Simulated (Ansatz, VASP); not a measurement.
## Cross-check of SiGe2 between VASP and Ansatz

Aim: how closely do two programs agree when they are given the same cell, functional and k mesh? The cell is generated by rule, not measured, and may not be a known phase. The cell is taken from a series of runs on this material, whose earlier steps may have relaxed, scaled, displaced or heated it; both programs get it as it stands.

Method: plane waves, with VASP 6.6.1 beside it; single point at PBEsol, in Ansatz 0.2.0.

The structure was built from a prototype and need not be the compound's stable phase.

## Step 1: The starting structure

Symmetry: Pmma, No. 51, orthorhombic system. The conventional cell has a = 12.239 Å, b = 4.327 Å, c = 4.327 Å, α = 90.00°, β = 90.00°, γ = 90.00°. Nearest to Si lie 8 Ge at 2.63 to 2.67 Å. Nearest to Ge lie 4 Si at 2.63 to 2.67 Å. Nearest to Ge lie 4 Si at 2.63 to 2.67 Å. Farther neighbours are not listed.

Coordinates:

```cif
data_structure
_symmetry_space_group_name_H-M 'P 1'
_symmetry_Int_Tables_number 1
_cell_length_a 4.3271
_cell_length_b 4.3271
_cell_length_c 12.2389
_cell_angle_alpha 90.000
_cell_angle_beta 90.000
_cell_angle_gamma 90.000
_cell_volume 229.16
loop_
_atom_site_label
_atom_site_type_symbol
_atom_site_fract_x
_atom_site_fract_y
_atom_site_fract_z
_atom_site_occupancy
Si1 Si 0.96765 0.00000 0.00000 1
Si2 Si 0.03235 0.00000 0.50000 1
Si3 Si 0.50000 0.50000 0.75000 1
Si4 Si 0.50000 0.50000 0.25000 1
Ge5 Ge 0.99313 0.50000 0.87500 1
Ge6 Ge 0.00687 0.50000 0.37500 1
Ge7 Ge 0.52648 0.00000 0.62500 1
Ge8 Ge 0.47352 0.00000 0.12500 1
Ge9 Ge 0.99313 0.50000 0.12500 1
Ge10 Ge 0.00687 0.50000 0.62500 1
Ge11 Ge 0.47352 0.00000 0.87500 1
Ge12 Ge 0.52648 0.00000 0.37500 1
```

## Step 2: VASP: single point, PBEsol, pair 1

With cell and atoms fixed, the geometry can't cause a difference; cores, projectors, grids and the points listed under the comparison can.

Lines of VASP's logs that name or quote its potential files are left out, and so is its time.

File INCAR:

```
SYSTEM = SiGe2
PREC = Accurate
ENCUT = 500
EDIFF = 1E-06
NELM = 120
ISMEAR = 1
SIGMA = 0.15
LREAL = .FALSE.
ALGO = Normal
GGA = PS
NBANDS = 79
LORBIT = 11
LWAVE = .FALSE.
LCHARG = .FALSE.
ISIF = 2
LASPH = .TRUE.
GGA_COMPAT = .FALSE.
KPAR = 2
```

File POSCAR:

```
SiGe2
1.0
    0.0000000000     -3.0597254466     -3.0597254466
    0.0000000000      3.0597254466     -3.0597254466
   12.2389017864      0.0000000000      0.0000000000
Si Ge
4 8
Direct
    0.9676458064      0.0000000000      0.0000000000
    0.0323541936      0.0000000000      0.5000000000
    0.5000000000      0.5000000000      0.7500000000
    0.5000000000      0.5000000000      0.2500000000
    0.9931294865      0.5000000000      0.8750000000
    0.0068705135      0.5000000000      0.3750000000
    0.5264798368      0.0000000000      0.6250000000
    0.4735201632      0.0000000000      0.1250000000
    0.9931294865      0.5000000000      0.1250000000
    0.0068705135      0.5000000000      0.6250000000
    0.4735201632      0.0000000000      0.8750000000
    0.5264798368      0.0000000000      0.3750000000
```

File KPOINTS:

```
Automatic mesh
0
Gamma
8 8 4
0 0 0
```

PAW data sets: Si and Ge_d (PBE family, release 64).

The run is started by

```
mpirun -np 2 vasp_std
```

Numbers of over 12 decimals in the logs are rounded to 6 here.

Output:

```text
[banner, memory and clock lines left out]
running    2 mpi-ranks, on    1 nodes
 distrk:  each k-point on    1 cores,    2 groups
 distr:  one band on    1 cores,    1 groups

 POSCAR found type information on POSCAR SiGe
 POSCAR found :  2 types and      12 ions
|                                                                             |
|               ----> ADVICE to this user running VASP <----                  |
|                                                                             |
|     You enforced a specific xc type in the INCAR file but a different       |
|     [... a line on the potential file left out ...]
|     I HOPE YOU KNOW WHAT YOU ARE DOING!                                     |
|                                                                             |

 LDA part: xc-table for (Slater+PW92), standard interpolation
 POSCAR, INCAR and KPOINTS ok, starting setup
 FFT: planning ... GRIDC
 FFT: planning ... GRID_SOFT
 FFT: planning ... GRID
 WAVECAR not read
 entering main loop
       N       E                     dE             d eps       ncg     rms          rms(c)
DAV:   1     0.165940301740E+04    0.16594E+04   -0.52693E+04 14755   0.399E+03
DAV:   2     0.284956060628E+03   -0.13744E+04   -0.13187E+04 11850   0.113E+03
DAV:   3    -0.236179400279E+02   -0.30857E+03   -0.29499E+03 12162   0.260E+02
DAV:   4    -0.574358861954E+02   -0.33818E+02   -0.32228E+02 14242   0.873E+01
DAV:   5    -0.588423862293E+02   -0.14065E+01   -0.13897E+01 13468   0.192E+01    0.707E+00
DAV:   6    -0.585357577051E+02    0.30663E+00   -0.80721E-01 14858   0.472E+00    0.370E+00
DAV:   7    -0.584236685913E+02    0.11209E+00   -0.20915E-01 14959   0.212E+00    0.592E-01
DAV:   8    -0.584167402476E+02    0.69283E-02   -0.36398E-02 14942   0.152E+00    0.166E-01
DAV:   9    -0.584168057486E+02   -0.65501E-04   -0.14797E-03 13949   0.277E-01    0.777E-02
DAV:  10    -0.584168173416E+02   -0.11593E-04   -0.24326E-04 14774   0.262E-01    0.177E-02
DAV:  11    -0.584168251891E+02   -0.78474E-05   -0.64151E-05 13229   0.245E-01    0.554E-03
DAV:  12    -0.584168279006E+02   -0.27115E-05   -0.19715E-05 17454   0.523E-02    0.299E-03
DAV:  13    -0.584168279523E+02   -0.51761E-07   -0.21975E-06  8692   0.164E-02
   1 F= -.58416828E+02 E0= -.58415812E+02  d E =-.304667E-02
```

From OUTCAR (step 2):

```text
ion  position               nearest neighbor table
   1  0.968  0.000  0.000-   8 2.63  11 2.63   9 2.65   5 2.65   5 2.65   9 2.65   8 2.67  11 2.67

  LATTYP: Found a simple tetragonal cell.
 ALAT       =     4.3271052237
 C/A-ratio  =     2.8284271247

 Subroutine GETGRP returns: Found  8 space group operations
 (whereof  4 operations were pure point group operations)

The static configuration has the point symmetry C_2v.
 The point group associated with its full space group is D_2h.

 Found     75 irreducible k-points:

   k-points           NKPTS =     75   k-points in BZ     NKDIM =     75   number of bands    NBANDS=     79

   dimension x,y,z NGX =    32 NGY =   32 NGZ =   90
   dimension x,y,z NGXF=    64 NGYF=   64 NGZF=  180

   ENCUT  =  500.0 eV  36.75 Ry    6.06 a.u.   7.89  7.89 22.31*2*pi/ulx,y,z

   NELECT =     128.0000    total number of electrons

 k-points in reciprocal lattice and weights: Automatic mesh
   0.00000000  0.00000000  0.00000000       0.004
   0.12500000  0.00000000  0.00000000       0.008
   0.00000000  0.12500000  0.00000000       0.008
   0.25000000  0.00000000  0.00000000       0.008
   0.00000000  0.25000000  0.00000000       0.008
   0.37500000  0.00000000  0.00000000       0.008
   0.00000000  0.37500000  0.00000000       0.008
   0.50000000  0.00000000  0.00000000       0.004
   0.00000000  0.50000000  0.00000000       0.004
[...]
-0.37500000  0.50000000  0.50000000       0.008
   0.50000000  0.50000000  0.50000000       0.004

 average (electrostatic) potential at core
       1 -83.1073       2 -83.1073       3 -83.1095       4 -83.1095       5 -72.4701
       6 -72.4701       7 -72.4686       8 -72.4686       9 -72.4701      10 -72.4701
      11 -72.4686      12 -72.4686

 E-fermi :   6.6065

 k-point     1 :       0.0000    0.0000    0.0000
  band No.  band energies     occupation
    ...
     63       5.4963      2.00000
     64       5.5063      2.00000
     65       5.5744      2.00000
     66       6.5482      1.60591
     67       6.5626      1.47192
     68       8.3820     -0.00000
     69       8.4011     -0.00000
     70       8.4139     -0.00000
     71       8.4206     -0.00000
     72       8.6764     -0.00000
    ...

 k-point     2 :       0.1250    0.0000    0.0000
  band No.  band energies     occupation
    ...
     60       5.0045      2.00000
     61       5.1609      2.00000
     62       5.3777      2.00000
     63       5.8051      2.00000
     64       6.4919      1.96034
     65       6.6968      0.15803
     66       6.8020     -0.06920
     67       7.2373     -0.00000
     68       7.3808     -0.00000
     69       7.4022     -0.00000
    ...

 k-point     3 :       0.0000    0.1250    0.0000
  band No.  band energies     occupation
    ...
     60       4.9919      2.00000
     61       5.1448      2.00000
     62       5.3662      2.00000
     63       5.8036      2.00000
     64       6.5302      1.74941
     65       6.7504     -0.04085
     66       6.7683     -0.06296
     67       7.2027     -0.00000
     68       7.3778     -0.00000
     69       7.3918     -0.00000
    ...

  Total       -0.7440619     -0.4282167     -0.4282167      0.0000000      0.1223626      0.0000000
  in kB       -5.2021433     -2.9938971     -2.9938971      0.0000000      0.8555038      0.0000000
  external PRESSURE =      -3.7299791 kB  Pullay stress =       0.0000000 kB

  energy-cutoff  :      500.00
  volume of cell :      229.16
      direct lattice vectors                 reciprocal lattice vectors
     0.000000000 -3.059725447 -3.059725447     0.000000000 -0.163413355 -0.163413355
     0.000000000  3.059725447 -3.059725447     0.000000000  0.163413355 -0.163413355
    12.238901786  0.000000000  0.000000000     0.081706677  0.000000000  0.000000000

 POSITION                                       TOTAL-FORCE (eV/Angst)
 -----------------------------------------------------------------------------------
      0.00000     -2.96073     -2.96073        -0.000000      0.000897      0.000897
      6.11945     -0.09899     -0.09899        -0.000000     -0.000897     -0.000897
      9.17918      0.00000     -3.05973        -0.000000      0.000000      0.000000
      3.05973      0.00000     -3.05973        -0.000000      0.000000      0.000000
     10.70904     -1.50884     -4.56857         0.011945      0.011638      0.011638
      4.58959      1.50884     -1.55088         0.011945     -0.011638     -0.011638
      7.64931     -1.61088     -1.61088         0.008444     -0.013905     -0.013905
      1.52986     -1.44884     -1.44884         0.008444      0.013905      0.013905
      1.52986     -1.50884     -4.56857        -0.011945      0.011638      0.011638
      7.64931      1.50884     -1.55088        -0.011945     -0.011638     -0.011638
     10.70904     -1.44884     -1.44884        -0.008444      0.013905      0.013905
      4.58959     -1.61088     -1.61088        -0.008444     -0.013905     -0.013905
 -----------------------------------------------------------------------------------
    total drift:                               -0.000000      0.000000     -0.000000

  FREE ENERGIE OF THE ION-ELECTRON SYSTEM (eV)
  ---------------------------------------------------
  free  energy   TOTEN  =       -58.4168279523 eV

  energy  without entropy=      -58.4137812863  energy(sigma->0) =      -58.41581240

 total charge
# of ion       s       p       d       tot
------------------------------------------
    1        0.819   0.745   0.000   1.564
    2        0.819   0.745   0.000   1.564
    3        0.820   0.744   0.000   1.564
    4        0.820   0.744   0.000   1.564
    5        1.243   0.980  10.034  12.258
    6        1.243   0.980  10.034  12.258
    7        1.244   0.980  10.034  12.258
    8        1.244   0.980  10.034  12.258
    9        1.243   0.980  10.034  12.258
   10        1.243   0.980  10.034  12.258
   11        1.244   0.980  10.034  12.258
   12        1.244   0.980  10.034  12.258
--------------------------------------------------
tot         13.228  10.820  80.272 104.320

[... 3 further parts left out ...]
```

The run ends at a pressure of -0.37 GPa, with forces up to 0.021 eV/Å.

## Step 3: Ansatz: single point, PBEsol, pair 1

Ansatz runs on its default PAW (the set named soft_2) files.

The same cell, functional, mesh and smearing now go to Ansatz, which takes its cutoff from its data sets.

File input.yaml:

```yaml
crystal:
  lattice:
    - [0.0, -3.0597254466, -3.0597254466]
    - [0.0, 3.0597254466, -3.0597254466]
    - [12.2389017864, 0.0, 0.0]
  atoms:
    - { symbol: Si, position: [-0.0323541936, 0.0, 0.0] }
    - { symbol: Si, position: [0.0323541936, 0.0, 0.5] }
    - { symbol: Si, position: [0.5, 0.5, 0.75] }
    - { symbol: Si, position: [0.5, 0.5, 0.25] }
    - { symbol: Ge, position: [-0.0068705135, 0.5, 0.875] }
    - { symbol: Ge, position: [0.0068705135, 0.5, 0.375] }
    - { symbol: Ge, position: [0.5264798368, 0.0, 0.625] }
    - { symbol: Ge, position: [0.4735201632, 0.0, 0.125] }
    - { symbol: Ge, position: [-0.0068705135, 0.5, 0.125] }
    - { symbol: Ge, position: [0.0068705135, 0.5, 0.625] }
    - { symbol: Ge, position: [0.4735201632, 0.0, 0.875] }
    - { symbol: Ge, position: [0.5264798368, 0.0, 0.375] }
kpoints:
  mp_grid: { grid: [8, 8, 4] }
hamiltonian:
  xc: pbesol
scf:
  occupations: { method: methfessel_paxton, width: 0.15 }
output:
  forces: true
  stress: true
  eigenvalues: true
```

The run is started by

```
ansatz run input.yaml --threads 4 --pin off --max-ram 7168MiB --backend cpu --events-out ev --progress --plain --runs-dir out
```

Output:

```text
Engine: ansatz 0.2.0, aarch64-unknown-linux-gnu
Pseudopotentials: kind: paw
Pseudopotential: Si, paw, valence charge 4, recommended cutoff 420 eV (normal), Si.paw.azcp
Pseudopotential: Ge, paw, valence charge 14, recommended cutoff 420 eV (normal), Ge.paw.azcp
Functional definition: PBEsol
  exchange = pbesol_x
  correlation = pbesol_c
Crystal: 12 atoms, lattice volume = 229.159 Å³
Basis set: ecut = 420 eV, 4481 PW (Γ), exchange–correlation on 60×60×180 points (8 copies of the dense FFT grid, shifted against one another)
Bands: 77, of which v1, the nominal top of the filled ones, is band 64 counted from 1 (63 counted from 0)
Symmetry: 8 space group operations
Space group: Pmma (ITA 51), of the structure as read, at distance tolerance 6.1e-5 Å
k-points: 75 of 256
Non-local potential: Si, projectors of the file, l = 0: 2, l = 1: 2, l = 2: 2
Non-local potential: Ge, projectors of the file, l = 0: 2, l = 1: 2, l = 2: 3, l = 3: 1
PAW form: soft (Blöchl's): semilocal exchange-correlation on the pseudo side does not see the compensation charge
PAW frozen core: Si, regenerated for the run's functional, and the local potential with it (the file was generated under x = pbe(κ = 0.804, μ = 0.219515), c = pbe(β = 0.066725))
PAW frozen core: Ge, regenerated for the run's functional, and the local potential with it (the file was generated under x = pbe(κ = 0.804, μ = 0.219515), c = pbe(β = 0.066725))
PAW one-centre angular grid: Si, 110 points (default); XC on 64 Gauss nodes
PAW one-centre angular grid: Ge, 590 points (default); XC on 64 Gauss nodes
Initial density: superposition of atomic densities (neutral atoms: chi_scale 0, normalization atom), corrected by the library's trained network
Initial wavefunctions: pseudopotential atomic-orbital guess
Functional: x = pbesol(κ = 0.804, μ = 0.123457), c = pbesol(β = 0.046)
SCF iter   1: F=—  HF=-36509.916710 eV  |F-HF|=—  |Δ(HF+E_count)|=         —  Δρ=2.87e-3  dr2=4.10e-2  ethr=1.77e-3  ⟨swp⟩=5.7  Hψ=20749  notcnv=0
preconditioner: auto → LDOS  [metal: Δε(μ)=0.026 eV  Ē_g=19.750 eV  σ=0.150 eV  W_gap=0.14  n_scr=56 (ndim 8)  ℏωp=27.8 eV  f_vac=0.013  D(μ)=6.32/eV (n_scr^D=48)  β→1.0]
SCF iter   2: F=—  HF=-36509.900488 eV  |F-HF|=—  |Δ(HF+E_count)|=   1.62e-2  S|Δr|=    0.00e0  Δρ=1.14e-3  dr2=2.85e-3  ethr=3.20e-5  ⟨swp⟩=2.0  Hψ=11500  notcnv=0
SCF iter   3: F=—  HF=-36509.900652 eV  |F-HF|=—  |Δ(HF+E_count)|=   1.64e-4  S|Δr|=    0.00e0  Δρ=9.94e-4  dr2=1.51e-3  ethr=2.23e-6  ⟨swp⟩=2.0  Hψ=10300  notcnv=0
SCF iter   4: F=—  HF=-36509.898555 eV  |F-HF|=—  |Δ(HF+E_count)|=   2.10e-3  S|Δr|=    0.00e0  Δρ=1.30e-4  dr2=4.51e-5  ethr=1.18e-6  ⟨swp⟩=2.0  Hψ=10279  notcnv=0
SCF iter   5: F=—  HF=-36509.898670 eV  |F-HF|=—  |Δ(HF+E_count)|=   1.15e-4  S|Δr|=    0.00e0  Δρ=2.98e-5  dr2=3.07e-6  ethr=3.52e-8  ⟨swp⟩=3.0  Hψ=10669  notcnv=0
SCF iter   6: F=—  HF=-36509.898669 eV  |F-HF|=—  |Δ(HF+E_count)|=   4.15e-7  S|Δr|=    0.00e0  Δρ=1.11e-5  dr2=5.00e-7  ethr=2.40e-9  ⟨swp⟩=2.0  Hψ=10296  notcnv=0
SCF iter   7: F=-36509.898669 eV  HF=-36509.898669 eV  |F-HF|=2.46e-9  |Δ(HF+E_count)|=   1.18e-7  S|Δr|=    0.00e0  Δρ=1.72e-6  dr2=4.03e-9  ethr=7.81e-11  ⟨swp⟩=9.9  Hψ=22333  notcnv=0
SCF 1 converged in 7 iterations: F = -36509.898669 eV  dr2 = 4.03e-9
  greatest PAW one-centre occupation: 0.998 electrons in one spin orbital (limit 2), on the Ge atom at site 8 (counted from 0), in its partial waves of l = 2
SCF converged after 7 iterations
Stability not checked: this state was not tested for a lower state beside it, because cold or Methfessel-Paxton smearing, or corrected tetrahedra, fill the levels in a way that the test cannot read (fill_not_monotonic; see scf.lower_state_search)
Free energy (F): -36509.898669 eV
Harris-Foulkes:  -36509.898669 eV  (|F-HF|=2.46e-9)
Internal energy: -36509.895698 eV  (E = F + TS)
E sigma→0 (E₀):  -36509.897927 eV
Entropy (-TS):   -0.002971 eV (-0.248 meV/atom)
Fermi energy:    9.583144 eV
--- Per-component energies (eV) ---
  E_band       = -1014.894927
  E_kinetic    = 1047.928673
  E_local      = -19122.599254  (includes V_loc(G=0)·N_el)
  E_nonlocal   = 3440.807664
  E_hartree    = 8397.813832
  E_xc         = -821.812864
  E_vxc        = -708.442474  (∫ρ·V_xc dr)
  E_paw        = -17801.701161  (= ΣΔE_a)
  E_vpaw       = -2468.222759  (= ΣTr[D̂ρ^β])
  E_aug_tail   = 0.002554  (compensation charges beyond the density's cutoff)
  E_ewald      = -11657.804874
  E_core_change = 7.469732  (= ΣΔE_core)
  E_smearing   = -0.002971  (= −TS)
  E_closure    = 0.000000  (closes the sum)
  Σ components = -36509.898669   (vs F -36509.898669, Δ=0.00e0)
--- Forces (eV/Å), atoms counted from 1 ---
  atom   1  Si     0.00000000     0.00068643     0.00068643
  atom   2  Si     0.00000000    -0.00068643    -0.00068643
  atom   3  Si     0.00000000    -0.00000000     0.00000000
  atom   4  Si     0.00000000    -0.00000000    -0.00000000
  atom   5  Ge     0.01192120     0.01056186     0.01056186
  atom   6  Ge     0.01192120    -0.01056186    -0.01056186
  atom   7  Ge     0.00837121    -0.01526466    -0.01526466
  atom   8  Ge     0.00837121     0.01526466     0.01526466
  atom   9  Ge    -0.01192120     0.01056186     0.01056186
  atom  10  Ge    -0.01192120    -0.01056186    -0.01056186
  atom  11  Ge    -0.00837121     0.01526466     0.01526466
  atom  12  Ge    -0.00837121    -0.01526466    -0.01526466
  max |Σ_I F_I| component: 6.94e-18 eV/Å
--- Stress (GPa, compression-positive) ---
       -0.483922       0.000000       0.000000
        0.000000      -0.278763       0.089081
        0.000000       0.089081      -0.278763
  P = ⅓ Tr σ = -0.3471 GPa (-3.471 kbar)
--- Band table (eV; the first three rows and the last of 75) ---
  k-point 0: bands = [... 60 lower, 8.2224, 8.4610, 8.4733, 8.4833, 8.5438, 9.5235, 9.5381, 11.3588, ... 9 higher]
  k-point 1: bands = [... 60 lower, 8.2693, 8.3030, 8.9535, 9.0053, 9.0258, 9.4402, 10.1828, 10.3555, ... 9 higher]
  k-point 2: bands = [... 60 lower, 8.5459, 8.5459, 9.1881, 9.1881, 9.7742, 9.7742, 9.8087, 9.8087, ... 9 higher]
  k-point 74: bands = [... 60 lower, 9.1835, 9.1835, 9.1895, 9.1895, 11.4512, 11.4512, 11.4518, 11.4518, ... 9 higher]
```

The run ends at a pressure of -0.35 GPa, with forces up to 0.023 eV/Å.

## Step 4: Side by side

Known differences besides the potentials themselves: the cutoff is 420 eV in Ansatz and 500 eV in VASP; Ansatz makes its cores anew for this functional, VASP keeps those of its PBE data sets. Total energies have different zeros and are not compared.

The two programs side by side:

```tsv
quantity	Ansatz	VASP	difference
pressure (GPa)	-0.35	-0.37	+0.03
```

(Continued in part 2 of 2.)

[Lines on the potential files, build, host, timing and source positions are cut from VASP's logs without a mark.]

[Logs are printed without paths, hosts, clocks, repeated set-up lines and the standing remarks that a program may print on its own settings, such as how far it seeks lower states.]

[Hosts, paths, dates, database ids (printed as entryN), source tags and the programs' standing remarks are cut or masked in the printed files.]
